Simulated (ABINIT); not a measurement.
BN in ABINIT: the effect of functional

Crystal: BN.

```
N B
1.0
     2.55394    0.00000    0.00000
    -1.27697    2.21178    0.00000
     0.00000    0.00000    4.22685
N B
2 2
Direct
  0.33333 0.66667 0.12528
  0.66667 0.33333 0.62528
  0.33333 0.66667 0.49972
  0.66667 0.33333 0.99972
```

Measurements of this composition are mostly on another form, of space group No. 194.

Alike in all runs:

```yaml
Program: ABINIT 10.8.3 (patched build)
Task: band structure
k_mesh: 12 × 12 × 6
Occupations: fermi-dirac, width 0.05 eV
Spin: no spin polarisation
```

| functional | potentials or basis | cutoff | gap on the mesh (eV) |
| --- | --- | --- | --- |
| LDA | JTH PAW LDA v2.0 | 707 eV | 4.97 |
| PBEsol | JTH PAW PBE v2.0 | 707 eV | 4.96 |
| r2SCAN | JTH PAW PBE v2.0 | 844 eV | ? |
| TB-mBJ | JTH PAW LDA v2.0 | 844 eV | 6.83 |

What does the run with functional r2SCAN give?

gap on the mesh 5.71 eV.

Caveats: the constant c of TB-mBJ comes from the pseudo density here, which moves gaps by up to 0.3 eV between sets of potentials (some runs).

Runs at the PBE level aren't shown here.
